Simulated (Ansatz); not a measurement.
**Strain response of TiAl₃**

Theory: DFT PBE, scalar-relativistic, plane waves, PAW in Ansatz. (420 eV cutoff, 10×10×4 k-mesh, Gaussian smearing of 0.10 eV, no spin polarisation)

The relaxed crystal:

```
Ti Al
1.0
     3.84535    0.00000    0.00000
     0.00000    3.84535    0.00000
     0.00000    0.00000    8.62281
Ti Al
2 6
Direct
  0.00000 0.00000 0.00000
  0.50000 0.50000 0.50000
  0.50000 0.50000 0.00000
  0.00000 0.50000 0.25000
  0.50000 0.00000 0.25000
  0.00000 0.00000 0.50000
  0.50000 0.00000 0.75000
  0.00000 0.50000 0.75000
```

Deformation: all cell vectors scaled alike, the atoms relaxed, all within the symmetry that the strain leaves. Energies are extrapolated to zero smearing.

```csv
strain (%),ΔE (meV/atom),a (Å),b (Å),c (Å)
-3.0,46.6,3.730,3.730,8.364
-2.0,20.0,3.768,3.768,8.450
-1.0,4.8,3.807,3.807,8.537
+0.0,0.0,3.845,3.845,8.623
+1.0,4.7,3.884,3.884,8.709
+2.0,18.0,3.922,3.922,8.795
+3.0,39.1,3.961,3.961,8.881
```

Task: What stiffness (1/V) d²E/dε² at zero strain does a cubic fit over all points give?

Result: A cubic fit gives (1/V) d²E/dε² = 957 GPa at zero strain (nine times the bulk modulus at fixed shape).